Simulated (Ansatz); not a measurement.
**KBr: a single-point run**

Aim: a sound single-point run of KBr. The structure is shown as the input types it.

The COD entry's cell or inner coordinates are ideal or old and differ from later refinements, so a difference from it is no clean test against experiment.

Computed with Ansatz 0.2.0 (DFT, PBE, all-electron PAW with datasets made for the crystal, scalar-relativistic, unless a step's input says otherwise).

1 further run of the same task is left out (it didn't finish).

### Step 1. The starting structure

Symmetry: Fm-3m, No. 225, cubic system. Conventional cell: a = 6.585 Å, b = 6.585 Å, c = 6.585 Å, α = 90.00°, β = 90.00°, γ = 90.00°. K (site symmetry m-3m) is surrounded by 6 Br at 3.29 Å. Br (site symmetry m-3m) has 6 K at 3.29 Å as nearest neighbours.

The input asks for a charge of +6 e on the cell.

Structure file:

```cif
data_structure
_symmetry_space_group_name_H-M 'P 1'
_symmetry_Int_Tables_number 1
_cell_length_a 4.6563
_cell_length_b 4.6563
_cell_length_c 4.6563
_cell_angle_alpha 60.000
_cell_angle_beta 60.000
_cell_angle_gamma 60.000
_cell_volume 71.39
loop_
_atom_site_label
_atom_site_type_symbol
_atom_site_fract_x
_atom_site_fract_y
_atom_site_fract_z
_atom_site_occupancy
K1 K 0.00000 0.00000 0.00000 1
Br1 Br 0.50000 0.50000 0.50000 1
```

### Step 2. Running it

Input file input.yaml:

```yaml
crystal:
  lattice:
    - [0.0, 3.2925, 3.2925]
    - [3.2925, 0.0, 3.2925]
    - [3.2925, 3.2925, 0.0]
  atoms:
    - { symbol: K, position: [0.0, 0.0, 0.0] }
    - { symbol: Br, position: [0.5, 0.5, 0.5] }
kpoints:
  mp_grid: { grid: [7, 7, 7] }
  band_path:
    path:
      - [0.0, 0.0, 0.0]
      - [0.5, 0.0, 0.5]
      - [0.625, 0.25, 0.625]
      - [0.375, 0.375, 0.75]
      - [0.0, 0.0, 0.0]
      - [0.5, 0.5, 0.5]
      - [0.5, 0.25, 0.75]
      - [0.5, 0.0, 0.5]
    npoints: 8
scf:
  occupations: { method: fermi_dirac, width: 0.01 }
  max_iter: 50
hamiltonian:
  xc: pbe
  pseudopotentials: { kind: all_electron, datasets: crystal }
output:
  forces: true
  stress: true
  eigenvalues: true
  efg: { contact_densities: true }
total_charge: 6
```

Run with:

```
ansatz run input.yaml --threads 1 --pin off --max-ram 2048MiB --backend cpu --events-out ev --progress --plain --runs-dir out
```

What happens when this is run?

The program finished normally, with warnings (crystal datasets made). That alone doesn't make the input a sound one.

Look at the input: total_charge is 6. The net charge is not the one intended, so the run treats another number of electrons.

The test: delete total_charge (the default then holds).
